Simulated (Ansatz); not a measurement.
The cell is COD entry 1538962, as deposited and not checked against the literature; nothing was relaxed.

An input for HgSe and the output that it gave: DFT, PBEsol, all-electron PAW with datasets made for the crystal, scalar-relativistic (Ansatz 0.2.0).

Command: `ansatz run input.yaml --threads 1 --pin off --max-ram 3072MiB --backend cpu --events-out ev --progress --plain --runs-dir out` The run took 20 s on 1 thread of Arm Neoverse V1, with other jobs on the host, peak memory 0.52 GiB.

```yaml
crystal:
  lattice:
    - [0.0, 3.036, 3.036]
    - [3.036, 0.0, 3.036]
    - [3.036, 3.036, 0.0]
  atoms:
    - { symbol: Hg, position: [0.0, 0.0, 0.0] }
    - { symbol: Se, position: [0.75, 0.75, 0.75] }
kpoints:
  mp_grid: { grid: [8, 8, 8] }
  band_path:
    path:
      - [0.0, 0.0, 0.0]
      - [-0.5, -0.5, 0.0]
      - [-0.375, -0.375, 0.25]
      - [-0.375, 0.0, 0.375]
      - [0.0, 0.0, 0.0]
      - [0.0, 0.0, 0.5]
      - [-0.5, -0.25, 0.25]
      - [-0.5, -0.5, 0.0]
    npoints: 8
scf:
  occupations: { method: fermi_dirac, width: 0.01 }
hamiltonian:
  xc: pbesol
  pseudopotentials: { kind: all_electron, datasets: crystal }
output:
  forces: true
  stress: true
  eigenvalues: true
  efg: { contact_densities: true }
```

The log:

```
hamiltonian.pseudopotentials.datasets: crystal makes datasets for this crystal and solves the spheres of its atoms anew in each pass: cutoff 240.0 eV, the density's 960.0 eV; for an error of 0.50 meV an atom under PBE, 1.0 meV for the cell; an energy difference from a run of another recipe may be off by several times the error for the cell, under r2SCAN by more, where some 0.1 meV an atom stays at smaller errors; Se in spheres of 1.249 Å, 6 of its electrons in bands, 10 on its site; Hg in spheres of 1.376 Å, 12 of its electrons in bands, 8 on its site; only band paths and densities of states list, in semicore columns, the levels of the semicore shells that are solved separately: 3d of Se, 5s of Hg, 5p of Hg
Hg: output.efg is read without spin–orbit coupling, which moves field gradients at and beside such atoms by some per cent and up to a factor of two; PAW files take it under magnetization.noncollinear and magnetization.spin_orbit
Engine: ansatz 0.2.0
Pseudopotentials: kind: all_electron
Pseudopotential: Hg, paw, valence charge 20, recommended cutoff 240 eV (normal), Koelling and Harmon's equation, gaussian nucleus
Pseudopotential: Se, paw, valence charge 16, recommended cutoff 240 eV (normal), Koelling and Harmon's equation, gaussian nucleus
Functional definition: PBEsol
  exchange = pbesol_x
  correlation = pbesol_c
Crystal: 2 atoms, lattice volume = 55.967 Å³
Basis set: ecut = 240 eV, 459 PW (Γ), exchange–correlation on 48×48×48 points (8 copies of the dense FFT grid, shifted against one another)
Bands: 13, of which v1, the nominal top of the filled ones, is band 9 counted from 1 (8 counted from 0)
Symmetry: 24 space group operations
Space group: F-43m (ITA 216), of the structure as read, at distance tolerance 3.8e-5 Å
k-points: 29 of 512 (time reversal used)
Non-local potential: Hg, projectors of the file, l = 0: 1, l = 1: 1, l = 2: 2
Non-local potential: Se, projectors of the file, l = 0: 1, l = 1: 1
PAW form: soft (Blöchl's): semilocal exchange-correlation on the pseudo side does not see the compensation charge
PAW one-centre angular grid: Hg, 590 points (default); XC on its mesh's 1813 points in the sphere
PAW one-centre angular grid: Se, 110 points (default); XC on its mesh's 1871 points in the sphere
Initial density: superposition of atomic densities (neutral atoms: chi_scale 0, normalization atom)
Initial wavefunctions: pseudopotential atomic-orbital guess
Functional: x = pbesol(κ = 0.804, μ = 0.12345679012345678), c = pbesol(β = 0.046)
iter 1 solved again at ethr=5.15e-3 eV; its pass at ethr=1.00e-1 eV (dr2=9.26e-1 eV) is discarded
SCF iter   1: F=—  HF=-599765.926795 eV  |F-HF|=—  |Δ(HF+E_count)|=         —  Δρ=2.89e-2  dr2=9.24e-1  ethr=5.15e-3  ⟨swp⟩=3.0  Hψ=2143  notcnv=0
preconditioner: auto → none  [insulator: Δε(μ)=0.626 eV  Ē_g=10.788 eV  σ=0.010 eV  W_gap=0.67  n_scr=14 (ndim 8)  ℏωp=21.1 eV  f_vac=0.017  D(μ)=0.26/eV (n_scr^D=0)  ε∞_Penn≈4.8]
iter 2 solved again at ethr=4.67e-4 eV; its pass at ethr=5.14e-3 eV (dr2=8.40e-2 eV) is discarded
SCF iter   2: F=—  HF=-599765.668245 eV  |F-HF|=—  |Δ(HF+E_count)|=   2.59e-1  Δρ=1.31e-2  dr2=8.56e-2  ethr=4.67e-4  ⟨swp⟩=2.1  Hψ=1807  notcnv=0
SCF iter   3: F=—  HF=-599765.641212 eV  |F-HF|=—  |Δ(HF+E_count)|=   2.70e-2  Δρ=4.68e-3  dr2=1.06e-2  ethr=4.67e-4  ⟨swp⟩=3.0  Hψ=1054  notcnv=0
SCF iter   4: F=—  HF=-599765.639518 eV  |F-HF|=—  |Δ(HF+E_count)|=   1.69e-3  Δρ=1.96e-3  dr2=1.74e-3  ethr=5.89e-5  ⟨swp⟩=2.2  Hψ=963  notcnv=0  defer=1
SCF iter   5: F=—  HF=-599765.639207 eV  |F-HF|=—  |Δ(HF+E_count)|=   3.11e-4  Δρ=3.50e-4  dr2=4.41e-5  ethr=9.69e-6  ⟨swp⟩=3.0  Hψ=804  notcnv=0  defer=1
SCF iter   6: F=—  HF=-599765.641329 eV  |F-HF|=—  |Δ(HF+E_count)|=   2.12e-3  Δρ=1.07e-4  dr2=3.36e-6  ethr=2.45e-7  ⟨swp⟩=3.0  Hψ=1037  notcnv=0  defer=1
SCF iter   7: F=—  HF=-599765.641328 eV  |F-HF|=—  |Δ(HF+E_count)|=   5.25e-7  Δρ=3.21e-5  dr2=2.86e-7  ethr=1.87e-8  ⟨swp⟩=3.0  Hψ=685  notcnv=0
SCF iter   8: F=-599765.641328 eV  HF=-599765.641328 eV  |F-HF|=6.64e-9  |Δ(HF+E_count)|=   1.02e-7  Δρ=4.29e-6  dr2=7.95e-9  ethr=1.59e-9  ⟨swp⟩=3.0  Hψ=669  notcnv=0
SCF 1 converged in 8 iterations: F = -599765.641326 eV  dr2 = 7.95e-9
  Residual-converged pass: ⟨swp⟩=3.2  Hψ=905  notcnv=0  max |occ|·‖R‖ = 5.2e-6 eV (tolerance 5.3e-6 eV)  dr2=8.63e-9  dr2_onsite=6.68e-9  max |Δocc| = 1.5e-12
  greatest PAW one-centre occupation: 0.933 electrons in one spin orbital (limit 2), on the Hg atom at site 0 (counted from 0), in its partial waves of l = 2
NSCF: frozen V_eff on 57 k-points
SCF converged after 8 iterations
Free energy (F): -599765.641326 eV
Harris-Foulkes:  -599765.641326 eV  (|F-HF|=6.64e-9)
Internal energy: -599765.641252 eV  (E = F + TS)
E sigma→0 (E₀):  -599765.641289 eV
Entropy (-TS):   -0.000075 eV (-0.037 meV/atom)
Past the cutoff: the bands carry plane waves up to 1.75 times it, of which those up to 1.5 times it add -0.000320 eV an atom, each by itself; the spheres take 0.000676 eV an atom off the energy for waves past 1.75 times it
By the cutoff:   a pressure is off by up to 0.009 GPa (1.2 times the spheres' own share and the shells' term, over an atom's volume, and 0.004 GPa: a bound that held against runs at twice the plane waves)
Past the cutoffs: a stress includes 0.0021 GPa for waves and charges beyond them, in addition to the slope of what the spheres take
In the spheres:  the bands' charges fall short by 3.0e-7 e at most (sound up to 1e-3), those of shells solved beside the bands by 5.2e-8 e (sound up to 5e-4)
Fermi energy:    10.393116 eV
--- Per-component energies (eV) ---
  The terms above E_closure are by the made datasets' own strengths, without shells solved beside the bands.
--- Forces (eV/Å), atoms counted from 1 ---
  atom   1  Hg     0.00000000    -0.00000000     0.00000000
  atom   2  Se     0.00000000    -0.00000000     0.00000000
  max |Σ_I F_I| component: 1.18e-16 eV/Å
--- Stress (GPa, compression-positive) ---
        1.688831       0.000000      -0.000000
        0.000000       1.688831       0.000000
       -0.000000       0.000000       1.688831
  P = ⅓ Tr σ = 1.6888 GPa (16.888 kbar)
  It holds what live shells' own plane waves past their cutoff add
--- PAW observables at the nuclei: V_zz in 10²¹ V/m², potentials from the cell's mean, atoms counted from 1 ---
  atom   1  Hg V_zz =    -0.000000   η = 0.0000   by run symmetry: forbidden
            electrostatic potential = -16785.532253 V   contact ρ = 14102525.591087 e/Å³
  atom   2  Se V_zz =    +0.000000   η = 0.0000   by run symmetry: forbidden
            electrostatic potential = -4709.431772 V   contact ρ = 262469.457209 e/Å³
--- Band table (eV; the first three rows and the last of 29) ---
  k-point 0: bands = ["-3.1420", "3.1838", "3.1838", "3.1838", "3.9440", "3.9440", "9.3626", "10.3862", "10.3862", "10.3862", "15.8081"]
  k-point 1: bands = ["-3.0738", "3.2101", "3.2148", "3.2148", "3.9415", "3.9415", "8.4858", "10.2238", "10.2238", "10.9611", "15.4425"]
  k-point 2: bands = ["-2.9040", "3.2838", "3.2838", "3.3485", "3.9467", "3.9467", "7.0883", "9.8619", "9.8619", "11.3933", "15.6405"]
  k-point 28: bands = ["-2.4863", "3.4775", "3.5887", "3.8549", "3.8865", "4.5712", "5.0251", "7.5794", "7.9204", "13.9954", "15.4122"]
```
